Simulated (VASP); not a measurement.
Input of a VASP 6.6.1 run:

INCAR

```
SYSTEM = CsSnBr3
  PREC = Accurate
  ENCUT = 600
  EDIFF = 1E-6
  ISMEAR = 0
  SIGMA = 0.03
  LREAL = .FALSE.
  LASPH = .TRUE.
  NELM = 80
  ALGO = Normal
  ISIF = 3
  LWAVE = .FALSE.
  LCHARG = .FALSE.
  GGA = PS
  IBRION = 2
  NSW = 90
  EDIFFG = -0.01
  KPAR = 4
```

Contents of KPOINTS:

```
Automatic mesh
0
G
  6 6 6
  0 0 0
```

Contents of POSCAR:

```
CsSnBr3
1.0
    5.8390056100      0.0000000000      0.0000000000
    0.0000000000      5.8390056100      0.0000000000
    0.0000000000      0.0000000000      5.8390056100
Cs Sn Br
1 1 3
Direct
    0.0000000000      0.0000000000      0.0000000000
    0.5000000000      0.5000000000      0.5000000000
    0.5000000000      0.0000000000      0.5000000000
    0.5000000000      0.5000000000      0.0000000000
    0.0000000000      0.5000000000      0.5000000000
```

Potentials or basis: VASP PAW PBE potentials, release 64 (Cs_sv, Sn_d, Br).

Command:

```bash
$ cat potpaw_PBE.64/Cs_sv/POTCAR potpaw_PBE.64/Sn_d/POTCAR potpaw_PBE.64/Br/POTCAR > POTCAR
$ mpirun -np 4 vasp_std > vasp.out
```

Q: Predict the space group after relaxing (to 0.05 Å).

A: Pm-3m (No. 221).

Q: Estimate the band gap on the k mesh.

A: 0.22 eV, direct.

Q: What does it give for the relaxed cell?

A: a = 5.769 Å, b = 5.769 Å, c = 5.769 Å, α = 90.00°, β = 90.00°, γ = 90.00°.

Final structure:
```cif
data_structure
_symmetry_space_group_name_H-M 'P 1'
_symmetry_Int_Tables_number 1
_cell_length_a 5.7688
_cell_length_b 5.7688
_cell_length_c 5.7688
_cell_angle_alpha 90.000
_cell_angle_beta 90.000
_cell_angle_gamma 90.000
_cell_volume 191.98
loop_
_atom_site_label
_atom_site_type_symbol
_atom_site_fract_x
_atom_site_fract_y
_atom_site_fract_z
_atom_site_occupancy
Cs1 Cs 0.00000 0.00000 0.00000 1
Sn1 Sn 0.50000 0.50000 0.50000 1
Br1 Br 0.50000 0.00000 0.50000 1
Br2 Br 0.50000 0.50000 0.00000 1
Br3 Br 0.00000 0.50000 0.50000 1
```

Caveat: spin-orbit coupling is left out, which moves the levels of the heavy elements. PBEsol gaps usually lie below the measured ones, often by a third to a half.
